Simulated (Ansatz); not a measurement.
What strain does to MgS (rocksalt)

MgS in the rocksalt structure, relaxed with r2SCAN in the plane-wave code Ansatz. The symmetry is Fm-3m (No. 225, cubic); a = 5.203 Å in the conventional setting, 17.61 Å³ an atom. Around Mg lie 6 S at 2.60 Å; around S lie 6 Mg at 2.60 Å.

The axes x, y and z are those of this cell:
```yaml
crystal:
  lattice:
    - [0.00000, 2.60152, 2.60152]
    - [2.60152, 0.00000, 2.60152]
    - [2.60152, 2.60152, 0.00000]
  atoms:
    - { symbol: Mg, position: [0.00000, 0.00000, 0.00000] }
    - { symbol: S, position: [0.50000, 0.50000, 0.50000] }
```

Unstrained: PBE gives an indirect gap of 2.790 eV, from Γ to X; the least direct gap is 3.723 eV at Γ. With r2SCAN the valence top lies at Γ and the conduction bottom at X, 3.463 eV higher; the smallest vertical gap, at Γ, is 4.642 eV. HSE06 gives an indirect gap of 3.804 eV, from Γ to X; the least direct gap is 4.827 eV at Γ. Meshes: PBE 8×8×8, r2SCAN 8×8×8, HSE06 6×6×6. Strains are changes of length per length. After each strain the atoms were relaxed again with r2SCAN within the symmetry that the strain leaves, so tilts or polar shifts that break it weren't tested; points keep the names that they have in the unstrained zone. The values are computed, spin-unpolarised, and not measurements.

Changes of the least gap in eV (an overlap counts as a negative gap):
```json
{"strain": "uniaxial -5.01 % along [111]", "volume change (%)": "-5.0", "space group": "R-3m", "PBE": "-0.258", "r2SCAN": "-0.284", "HSE06": "-0.263", "energy rise, r2SCAN (meV/atom)": "23.2"}
{"strain": "biaxial -3.73 % in x and y, z held", "volume change (%)": "-7.3", "space group": "I4/mmm", "PBE": "-0.003", "r2SCAN": "-0.008", "HSE06": "+0.002", "energy rise, r2SCAN (meV/atom)": "34.3"}
{"strain": "uniaxial +2.02 % along x", "volume change (%)": "+2.0", "space group": "I4/mmm", "PBE": "-0.128", "r2SCAN": "-0.131", "HSE06": "-0.143", "energy rise, r2SCAN (meV/atom)": "3.1"}
```

Uniaxial -5.01 % along [111], other directions held. HSE06: the gap goes from 3.804 to 3.541 eV (-0.263 eV); with r2SCAN the top three valence levels at Γ, degenerate before, become 1+2 from the top over 481 meV. Stress change with r2SCAN, compression positive: xx +4.55, yy +4.55, zz +4.55, xy +2.05, xz +2.05, yz +2.05 GPa.

Biaxial -3.73 % in x and y, z held. HSE06: the gap goes from 3.804 to 3.806 eV (+0.002 eV); with r2SCAN the top three valence levels at Γ, degenerate before, become 1+2 from the top over 149 meV. Stress change with r2SCAN, compression positive: xx +9.29, yy +9.29, zz +3.51 GPa.

Uniaxial +2.02 % along x, other directions held. HSE06: the gap goes from 3.804 to 3.661 eV (-0.143 eV); with r2SCAN the top three valence levels at Γ, degenerate before, become 1+2 from the top over 84 meV. Stress change with r2SCAN, compression positive: xx -2.71, yy -0.85, zz -0.85 GPa.

The meshes of the hybrids are coarse, so their gaps aren't converged to the digits shown.

The splittings at Γ are without spin-orbit coupling, which regroups them where it is of like size or larger.
